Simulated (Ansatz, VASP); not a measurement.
## MgSi2N2: VASP beside Ansatz

```
Mg Si N
1.0
     3.03831    1.75417    2.38123
    -3.03831    1.75417    2.38123
     0.00000   -3.50834    2.38123
Mg Si N
1 2 2
Direct
  0.00000 0.00000 0.00000
  0.59840 0.59840 0.59840
  0.40160 0.40160 0.40160
  0.24748 0.24748 0.24748
  0.75252 0.75252 0.75252
```

Alike in both runs: task single point; functional PBE; k mesh 6 × 6 × 6; occupations gaussian, width 0.1 eV; no spin polarisation.

|  | VASP | Ansatz |
| --- | --- | --- |
| version | VASP 6.6.1 | Ansatz 0.2.0 |
| potentials or method | VASP PAW PBE potentials, release 64 (Mg, Si, N) | scalar-relativistic, plane waves, PAW |
| plane-wave cutoff (eV) | 520 | 420 |
| valence electrons in the cell | 20 | 28 |

VASP gave:

| Property | Result |
| --- | --- |
| gap on the k mesh at the Fermi level (eV) | none |
| rms of the force components (eV/Å) | 31.994 |

Problem. Which values does Ansatz return?

Solution. gap on the k mesh at the Fermi level (eV): none; rms of the force components (eV/Å): 33.551.

Atom by atom the forces differ by 1.986 eV/Å (rms over components). A gap of «none» marks a metal or a gap that the smearing closes. With one functional, cell and mesh, what is left measures potentials, basis and numerics. The two sets of potentials don't hold the same shells in valence.

Caveats: forces of over 1 eV/Å show positions far from the minimum, so gaps and moduli don't describe the material at rest.
